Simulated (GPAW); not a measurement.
Here is a GPAW 26.7.0 calculation.

The input run.py:

```python
from ase.dft.bandgap import bandgap
from ase.io import read, write
from ase.units import GPa
from gpaw import GPAW, PW

atoms = read('POSCAR')

calc = GPAW(mode=PW(600),
            xc='PBE',
            kpts={'size': (8, 8, 8), 'gamma': True},
            occupations={'name': 'methfessel-paxton', 'order': 0, 'width': 0.022},
            nbands=25,
            convergence={'density': 1e-05, 'energy': 1e-05},
            maxiter=150,
            txt='gpaw.txt')
atoms.calc = calc
energy = atoms.get_potential_energy()
forces = atoms.get_forces()
stress = atoms.get_stress()
calc.write('gs.gpw')
write('result.traj', atoms)
print(f'Energy: {energy:.6f} eV')
print('Forces (eV/A):')
print(forces.round(4))
print('Stress (GPa):', (stress / GPa).round(3))
print('Fermi level:', round(calc.get_fermi_level(), 4), 'eV')
print(f'Gap: {bandgap(calc)[0]:.4f} eV, direct: {bandgap(calc, direct=True)[0]:.4f} eV')
```

POSCAR

```
Sb
1.0
    2.1542000000      1.2437279499      3.7580000000
   -2.1542000000      1.2437279499      3.7580000000
    0.0000000000     -2.4874558998      3.7580000000
Sb
2
Direct
    0.7665100000      0.7665100000      0.7665100000
    0.2334900000      0.2334900000      0.2334900000
```

Potentials or basis: GPAW PAW data sets (gpaw-data 1.2.1), pw.

Launch:

```bash
$ OMP_NUM_THREADS=1 python run.py
```

Task: What does it give for the band gap on the k mesh?

Result: None (metal or under the smearing width).

Task: Predict the largest force.

Result: 0.125 eV/Å.

Task: Estimate the pressure.

Result: 2.4 GPa.

Stress tensor (GPa, compression positive):
```
2.62 0.00 0.00
0.00 2.62 0.00
0.00 0.00 1.95
```

Spin-orbit coupling is left out, which matters for the levels of Sb.
